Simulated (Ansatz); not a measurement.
## A sublattice moved along a line in AlNi

Level of theory: Ansatz, DFT PBEsol, scalar-relativistic, plane waves, PAW. Cutoff 420 eV, Γ-centred 18×18×16 k-points, Gaussian smearing of 0.15 eV. No spin polarisation. A magnetic state may lie lower. Energies are free energies at this smearing, counted from the undisturbed cell; pressure is positive in compression.

The undisturbed cell (as given, not relaxed at this level; it stands at 0.4 GPa, and it needn't be the usual structure):

```xyz
2
Lattice="1.9387 -1.9532 0.0000 1.9387 1.9532 0.0000 0.0000 0.0000 3.0994" Properties=species:S:1:pos:R:3 pbc="T T T"
Al    0.0000    0.0000    0.0000
Ni    1.9387    0.0000    1.5497
```

Every Ni atom is moved by x along the Cartesian unit vector (1.000, 0.000, 0.000); the cell and all other atoms stay fixed. The cell is metallic on the mesh throughout.

Q: Over the sampled range (-0.1000 to 0.0750), is the undisturbed cell the lowest point?

A: Yes, every other sampled point lies higher.

The scan:

```tsv
x (Å)	ΔE (meV/cell)
-0.1000	29.8
-0.0500	7.4
0.0000	0.0
0.0750	16.7
```